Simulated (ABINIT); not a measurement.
Here is an ABINIT 10.8.3 (patched build) calculation.

Contents of run.abi:

```
# Pseudopotentials
pp_dirpath "./"
pseudos "Ge.upf"

# Structure
acell 3*1.0
rprim
     0.0000000000     5.4508830701     5.4508830701
     5.4508830701     0.0000000000     5.4508830701
     5.4508830701     5.4508830701     0.0000000000
ntypat 1
znucl 32
natom 2
typat 1 1
xcart
     4.3267246500     4.3267246500     4.3267246500
     2.8844831000     2.8844831000     2.8844831000 Angstrom
chkprim 0
chksymtnons 0
tolsym 1.0e-6

# Plane-wave basis
ecut 39.0

# k points
kptopt 1
ngkpt 6 6 6
nshiftk 1
shiftk 0.0 0.0 0.0

# Exchange and correlation
ixc 11

# Bands and occupations
nband 18
occopt 3
tsmear 0.05 eV

# SCF cycle
nstep 100
tolvrs 1.0e-10

# Output
iomode 3
prtwf 0
prtden 0
prteig 0
prtebands 0
enunit 2
```

Potentials or basis: PseudoDojo NC SR PBE v0.4.1 standard.

Command:

```sh
$ abinit run.abi > log 2>&1
```

Problem. Predict the band gap on the k mesh.

Solution. None (metal or under the smearing width).

Problem. What does it give for the pressure?

Solution. 0.0 GPa.

Caveat: this crystal is a semiconductor, whose small gap the functional closes, so the metal is an error of the method.
